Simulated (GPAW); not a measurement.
# BN (F-43m) in GPAW: further runs

The runs below take BN through single point, with LDA, PBE0-1/3.

Program: GPAW 26.7.0. These are calculated values, not measurements. Logs are shortened: lines on timing, memory, paths and dates and some standing lists are left out, and cuts for length are marked. The log counts tension as positive stress, the text compression.

**The experiment to reproduce.**

From a printed reference work, monograph, for a bulk crystal of BN at 300 K: band gap 6.4 eV (indirect).

How close the calculation comes is told below.

## (1) The structure

It takes space group F-43m (No. 216, cubic). The conventional cell has a = 3.626 Å, b = 3.626 Å, c = 3.626 Å, α = 90.00°, β = 90.00°, γ = 90.00°. Around N (site symmetry -43m) lie 4 B at 1.57 Å. B (site symmetry -43m) has 4 N at 1.57 Å as nearest neighbours.

The cell is a database's computed one.

## (2) Single point, LDA

Contents of run.py:

```python
from ase import Atoms
from ase.dft.bandgap import bandgap
from ase.io import write
from ase.units import GPa
from gpaw import GPAW, PW

atoms = Atoms(['N', 'B'],
              cell=[[0.0, 1.813001, 1.813001],
                    [1.813001, 0.0, 1.813001],
                    [1.813001, 1.813001, 0.0]],
              scaled_positions=[[0.25, 0.25, 0.25],
                                [0.0, 0.0, 0.0]],
              pbc=True)

calc = GPAW(mode=PW(600),
            xc='LDA',
            kpts={'size': (10, 10, 10), 'gamma': True},
            occupations={'name': 'fermi-dirac', 'width': 0.05},
            nbands=11,
            maxiter=120,
            txt='gpaw.txt')
atoms.calc = calc
energy = atoms.get_potential_energy()
forces = atoms.get_forces()
stress = atoms.get_stress()
calc.write('gs.gpw')
write('result.traj', atoms)
print(f'Energy: {energy:.6f} eV')
print('Forces (eV/A):')
print(forces.round(4))
print('Stress (GPa):', (stress / GPa).round(3))
print('Fermi level:', round(calc.get_fermi_level(), 4), 'eV')
print(f'Gap: {bandgap(calc)[0]:.4f} eV, direct: {bandgap(calc, direct=True)[0]:.4f} eV')
```

Potentials or basis: the program's PAW data sets (release 1.2.1) made for this functional, pw.

On the command line:

```
OMP_NUM_THREADS=1 python run.py
```

gpaw.txt:

```text
__  _  _
 | _ |_)|_||  |
 |__||  | ||/\| - 26.7.0

Input parameters:
  mode=PW(ecut=600.0),
  kpts=MonkhorstPack(size=(10, 10, 10), gamma=True),
  maxiter=120,
  nbands=11,
  occupations=Occupations(name='fermi-dirac', width=0.05),
  xc=XC(name='LDA')

Diagonalizing LCAO Hamiltonian
Converting LCAO to pw mode

          N
       B

Atoms  # Å, Bohr magnetons
|   | symbol |        x |        y |        z |    initial magnetic moments |
|---|--------|----------|----------|----------|-----------------------------|
| 0 |      N | 0.906501 | 0.906501 | 0.906501 | ( 0.0000,  0.0000,  0.0000) |
| 1 |      B | 0.000000 | 0.000000 | 0.000000 | ( 0.0000,  0.0000,  0.0000) |

Unit cell  # Å
| periodic |        x |        y |        z |  lengths |    angles |
|----------|----------|----------|----------|----------|-----------|
|      yes | 0.000000 | 1.813001 | 1.813001 | 2.563971 | 60.000000 |
|      yes | 1.813001 | 0.000000 | 1.813001 | 2.563971 | 60.000000 |
|      yes | 1.813001 | 1.813001 | 0.000000 | 2.563971 | 60.000000 |

Number of symmetries: 24
Symmetry operations  # r_c * U_cc + t_c -> r_c
|    | kind |            matrix            |
|----|------|------------------------------|
|  0 |  E   |  1, 0, 0,  0, 1, 0,  0, 0, 1 |
|  1 |  σ   |  1, 0, 0,  0, 0, 1,  0, 1, 0 |
|  2 |  σ   |  1, 0,-1,  0, 1,-1,  0, 0,-1 |
|  3 |  C3  |  1, 0,-1,  0, 0,-1,  0, 1,-1 |
|  4 |  C3  |  1,-1, 0,  0,-1, 1,  0,-1, 0 |
|  5 |  σ   |  1,-1, 0,  0,-1, 0,  0,-1, 1 |
|  6 |  σ   |  0, 1, 0,  1, 0, 0,  0, 0, 1 |
|  7 |  C3  |  0, 1, 0,  0, 0, 1,  1, 0, 0 |
|  8 |  C2  |  0, 1,-1,  1, 0,-1,  0, 0,-1 |
|  9 |  S4  |  0, 1,-1,  0, 0,-1,  1, 0,-1 |
| 10 |  C3  |  0, 0, 1,  1, 0, 0,  0, 1, 0 |
| 11 |  σ   |  0, 0, 1,  0, 1, 0,  1, 0, 0 |
| 12 |  S4  |  0, 0,-1,  1, 0,-1,  0, 1,-1 |
| 13 |  C3  |  0, 0,-1,  0, 1,-1,  1, 0,-1 |
| 14 |  S4  |  0,-1, 1,  1,-1, 0,  0,-1, 0 |
| 15 |  C2  |  0,-1, 1,  0,-1, 0,  1,-1, 0 |
| 16 |  C3  |  0,-1, 0,  1,-1, 0,  0,-1, 1 |
| 17 |  S4  |  0,-1, 0,  0,-1, 1,  1,-1, 0 |
| 18 |  S4  | -1, 1, 0, -1, 0, 1, -1, 0, 0 |
| 19 |  C3  | -1, 1, 0, -1, 0, 0, -1, 0, 1 |
| 20 |  C3  | -1, 0, 1, -1, 1, 0, -1, 0, 0 |
| 21 |  S4  | -1, 0, 1, -1, 0, 0, -1, 1, 0 |
| 22 |  σ   | -1, 0, 0, -1, 1, 0, -1, 0, 1 |
| 23 |  C2  | -1, 0, 0, -1, 0, 1, -1, 1, 0 |

BZ-sampling:
  Number of BZ points: 1000
  Number of IBZ points: 47

  Monkhorst-Pack size: [10, 10, 10]
  Monkhorst-Pack shift: [0.05, 0.05, 0.05]

K-points  # in reciprocal-cell coordinates
|     |                                coordinates |     weight |
|-----|--------------------------------------------|------------|
|   0 | (  0.00000000,   0.00000000,   0.00000000) | 0.00100000 |
|   1 | (  0.10000000,   0.10000000,   0.00000000) | 0.00600000 |
|   2 | (  0.10000000,   0.10000000,   0.10000000) | 0.00800000 |
|   3 | (  0.20000000,   0.10000000,   0.10000000) | 0.01200000 |
|   4 | (  0.20000000,   0.20000000,   0.00000000) | 0.00600000 |
|   5 | (  0.20000000,   0.20000000,   0.10000000) | 0.02400000 |
|   6 | (  0.20000000,   0.20000000,   0.20000000) | 0.00800000 |
|   7 | (  0.30000000,   0.20000000,   0.10000000) | 0.02400000 |
|   8 | (  0.30000000,   0.20000000,   0.20000000) | 0.02400000 |
|   9 | (  0.30000000,   0.30000000,   0.00000000) | 0.00600000 |
| ... |                                            |            |
|  46 | (  0.50000000,   0.50000000,   0.50000000) | 0.00400000 |

Plane wave coefficients: 411
Cutoff: 600.0 eV

Spin-components: 1 (collinear spins)
Bands:           11
Projectors:      10
Spin-degeneracy: 2
Datatype:        complex128

Parallelization:
  kpt:    1
  domain: 1
  band:   1

Density:
  Valence electrons: 8.0
  Components: 1
  Grid points: [15 15 15]
  Charge: 0.0  # |e|

Potential:
  Grid points: [15 15 15]

species:
  N:
    name:    Nitrogen
    Z:       7.0
    valence: 5
    core:    2
    charge:  0.0  # [|e|]
    compensation charges:
      type: gauss
      rc: 0.18  # [Å]
      lmax: 2
    cutoffs:
      filter: 1.11  # [Å]
      core: 0.96  # [Å]
    projectors
    | kind |    occ | energy [eV] | rcut [Å] |
    |------|--------|-------------|----------|
    |   2s |  2.000 |     -18.420 |    0.603 |
    |   2p |  3.000 |      -7.237 |    0.529 |
    |    s |        |       8.791 |    0.603 |
    |    p |        |      19.974 |    0.529 |
    |    d |        |       0.000 |    0.577 |

    Using partial waves for N as LCAO basis

  B:
    name:    Boron
    Z:       5.0
    valence: 3
    core:    2
    charge:  0.0  # [|e|]
    compensation charges:
      type: gauss
      rc: 0.20  # [Å]
      lmax: 2
    cutoffs:
      filter: 1.14  # [Å]
      core: 1.42  # [Å]
    projectors
    | kind |    occ | energy [eV] | rcut [Å] |
    |------|--------|-------------|----------|
    |   2s |  2.000 |      -9.383 |    0.635 |
    |   2p |  1.000 |      -3.714 |    0.635 |
    |    s |        |      17.828 |    0.635 |
    |    p |        |      23.498 |    0.635 |
    |    d |        |       0.000 |    0.635 |

    Using partial waves for B as LCAO basis

Reference energy: -2133.488728  # eV

eigensolver:
  PPCG
  Converge bands: occupied
  niter=2

density mixing:
  MSR1-Mixer
  Pratt-step length: 0.05
  Maximum mixing coefficient: 0.75
  Old densities: 10
  SVD Regularization: 0.005
  Good broyden scale: 1.0
  Trust region scale: 1.0
  Backstep threshold: 4.0
  History deletion threshold: 6.0
  Fourier metric: weight=20.0, sigma=0.015

occupation numbers:
  Fermi-Dirac:
    width: 0.0500  # eV

poisson solver:
  ecut: 4800.0  # eV

xc functional:
  name: None

convergence criteria:
- Maximum [total energy] change in last 3 cyles: 0.0005 eV / valence electron
- Maximum integral of absolute [dens]ity change: 0.0001 electrons / valence electron
- Maximum integral of absolute [eigenst]ate change: 4e-08 eV^2 / valence electron
maximum number of iterations: 120

SCF iterations
|iter     | |      energy | eigst |  dens |
|---------|-|-------------|-------|-------|
|iter:   1| |  -20.206806 | +0.07 |       |
|iter:   2| |  -20.026574 | -2.08 | -0.74 |
|iter:   3| |  -19.303300 | -1.41 | -0.78 |
|iter:   4| |  -19.283060 | -3.07 | -1.39 |
|iter:   5| |  -19.280896 | -3.65 | -1.86 |
|iter:   6| |  -19.280895c| -5.43 | -2.61 |
|iter:   7| |  -19.280896c| -7.34 | -3.68 |
|iter:   8| |  -19.280896c| -7.61c| -4.36c|

Converged in 8 steps
Energy contributions relative to reference atoms: (reference = -2133.488728)

Energy contributions:
  Kinetic:          14.725409
  Coulomb:         -13.891832
  Zero:             -0.001031
  External:          0.000000
  Xc:              -20.113442
  Entropy:          -0.000000
  Spinorbit:         0.000000
  ----------------------------
  Free energy:     -19.280896
  Extrapolated:    -19.280896

dipole moment: (-7.347665, -7.347665, -7.347665)  # |e|*Ang

Fermi level: 11.911
Eigenvalues  # (at kpt = [0.000, 0.000, 0.000])
| band index |      eig [eV] | occ [0-2] |
|------------|---------------|-----------|
|          0 |       -10.285 |     2.000 |
|          1 |         9.703 |     2.000 |
|          2 |         9.703 |     2.000 |
|          3 |         9.703 |     2.000 |
|          4 |        18.350 |     0.000 |
|          5 |        18.350 |     0.000 |
|          6 |        18.350 |     0.000 |
|          7 |        19.969 |     0.000 |
|          8 |        34.036 |     0.000 |
|          9 |        37.519 |     0.000 |
|         10 |        37.703 |     0.000 |

Gap: 4.331 eV
Transition (v -> c):
  (s=0, k=0, n=3, [0.00, 0.00, 0.00]) -> (s=0, k=41, n=4, [0.50, 0.50, 0.00])
Direct/indirect transitions are different
Direct gap: 8.647 eV
Transition at: (s=0, k=0, n=3, [0.00, 0.00, 0.00])

Forces  # eV/Ang
|       x |       y |       z |
|---------|---------|---------|
| 0.00000 | 0.00000 | 0.00000 |  # N    0
| 0.00000 | 0.00000 | 0.00000 |  # B    1

Stress tensor  # eV/Ang^3
|         x |         y |         z |
|-----------|-----------|-----------|
|  0.170180 | -0.000000 | -0.000000 |
| -0.000000 |  0.170180 |  0.000000 |
| -0.000000 |  0.000000 |  0.170180 |

# Writing to gs.gpw (mode='')
```

Run time: 11 s. Hardware: 1 thread of Intel Xeon at 2.50GHz (Skylake/Cascade Lake), shared host; peak memory 0.13 GiB.

What came out:

| Property | Result |
| --- | --- |
| Free energy | -19.2809 eV |
| Pressure | -27.3 GPa |
| Band gap on the k mesh | 4.33 eV, indirect (least direct gap 8.65 eV) |

Levels at points of the mesh, in eV from the valence-band top:
```csv
k point,band 1,band 2,band 3,band 4,band 5,band 6,band 7
"(0.00, 0.00, 0.00)",-19.99,0.00,0.00,0.00,8.65,8.65,8.65
"(0.50, 0.50, 0.00)",-14.40,-8.82,-4.88,-4.88,4.33,9.10,17.59
"(0.50, 0.50, 0.50)",-15.76,-10.63,-1.92,-1.92,10.08,10.53,10.53
```

Caveat: the cutoff is short for stress and forces, so pressures can be off by a GPa or more; so large a pressure means that the cell lies far from this level's equilibrium, or that cutoff or potentials fall short.

## (3) Single point, LDA

Edit run.py of step 2 so:

```diff
@@ -1,4 +1,3 @@
-from ase import Atoms
 from ase.dft.bandgap import bandgap
-from ase.io import write
+from ase.io import read, write
 from ase.units import GPa
@@ -6,9 +5,3 @@
 
-atoms = Atoms(['N', 'B'],
-              cell=[[0.0, 1.813001, 1.813001],
-                    [1.813001, 0.0, 1.813001],
-                    [1.813001, 1.813001, 0.0]],
-              scaled_positions=[[0.25, 0.25, 0.25],
-                                [0.0, 0.0, 0.0]],
-              pbc=True)
+atoms = read('BN.cif')
```

Contents of BN.cif:

```cif
data_BN
_cell_length_a 2.56397060
_cell_length_b 2.56397060
_cell_length_c 2.56397060
_cell_angle_alpha 60.00000000
_cell_angle_beta 60.00000000
_cell_angle_gamma 60.00000000
_space_group_name_H-M_alt 'P1'
_space_group_name_Hall 'P 1'
_space_group_IT_number 1
loop_
_space_group_symop_operation_xyz
'x,y,z'
loop_
_atom_site_label
_atom_site_type_symbol
_atom_site_symmetry_multiplicity
_atom_site_Wyckoff_symbol
_atom_site_fract_x
_atom_site_fract_y
_atom_site_fract_z
_atom_site_occupancy
N1 N 1 a 0.2500000000 0.2500000000 0.2500000000 1
B1 B 1 a 0.0000000000 0.0000000000 0.0000000000 1
```

Potentials or basis: the program's PAW data sets (release 1.2.1) made for this functional, pw.

On the command line:

```
OMP_NUM_THREADS=1 python run.py
```

It took 15 s on 1 thread of Intel Xeon at 2.50GHz (Skylake/Cascade Lake), shared host; peak memory 0.13 GiB.

It converged, with:

```
Free energy            : -19.2809 eV
Pressure               : -27.3 GPa
Band gap on the k mesh : 4.33 eV, indirect (least direct gap 8.65 eV)
```

Levels at points of the mesh, in eV from the valence-band top:
| k point | band 1 | band 2 | band 3 | band 4 | band 5 | band 6 | band 7 |
| --- | --- | --- | --- | --- | --- | --- | --- |
| (0.00, 0.00, 0.00) | -19.99 | 0.00 | 0.00 | 0.00 | 8.65 | 8.65 | 8.65 |
| (0.50, 0.50, 0.00) | -14.40 | -8.82 | -4.88 | -4.88 | 4.33 | 9.10 | 17.59 |
| (0.50, 0.50, 0.50) | -15.76 | -10.63 | -1.92 | -1.92 | 10.08 | 10.53 | 10.53 |

Caveat: the cutoff is short for stress and forces, so pressures can be off by a GPa or more; so large a pressure means that the cell lies far from this level's equilibrium, or that cutoff or potentials fall short.

(Continued in part 2 of 2.)
